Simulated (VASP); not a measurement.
A run of VASP 6.6.1 is set up as follows.

File INCAR:

```
SYSTEM = TiO2
PREC     = Accurate       ! precision mode
ENCUT    = 600            ! plane-wave cutoff, eV
EDIFF    = 1E-6           ! SCF threshold, eV
ISMEAR   = -1             ! smearing method
SIGMA    = 0.05           ! smearing width, eV
LREAL    = .FALSE.        ! projectors in reciprocal space
LASPH    = .TRUE.         ! aspherical terms in the spheres
NELM     = 100            ! most SCF steps
ALGO     = Normal         ! electronic algorithm
ISIF     = 3              ! what is computed and relaxed
LWAVE    = .FALSE.        ! write WAVECAR
LCHARG   = .FALSE.        ! write CHGCAR
GGA      = BF             ! functional
LUSE_VDW = .TRUE.       
ZAB_VDW  = -1.8867      
IBRION   = 2              ! ionic algorithm
NSW      = 60             ! ionic steps
EDIFFG   = -0.005         ! ionic threshold
```

The input KPOINTS:

```
Automatic mesh
0
G
  6 6 9
  0 0 0
```

The input POSCAR:

```
TiO2
1.0
    4.5998373239      0.0000000000      0.0000000000
    0.0000000000      4.5998373239      0.0000000000
    0.0000000000      0.0000000000      2.9592135600
Ti O
2 4
Direct
    0.0000000000      0.0000000000      0.5000000000
    0.5000000000      0.5000000000      0.0000000000
    0.3043213200      0.3043213200      0.5000000000
    0.1956786800      0.8043213200      0.0000000000
    0.8043213200      0.1956786800      0.0000000000
    0.6956786800      0.6956786800      0.5000000000
```

Potentials or basis: VASP PAW PBE potentials, release 64 (Ti_sv, O).

Run with:

```bash
$ cat potpaw_PBE.64/Ti_sv/POTCAR potpaw_PBE.64/O/POTCAR > POTCAR
$ mpirun -np 1 vasp_std > vasp.out
```

(1) Predict the band gap on the k mesh.

(2) Predict the relaxed cell.

(3) What does it give for the space group after relaxing (to 0.05 Å)?

(4) Predict the relaxed volume.

## Answers

(1) 1.81 eV, direct.

(2) a = 4.655 Å, b = 4.655 Å, c = 2.978 Å, α = 90.00°, β = 90.00°, γ = 90.00°.

(3) P4_2/mnm (No. 136).

(4) 10.76 Å³/atom.

Caveat: the PAW data sets were made with another functional, which shifts forces and pressure a little; an odd mesh through Γ misses points on the zone boundary, where band edges often lie.
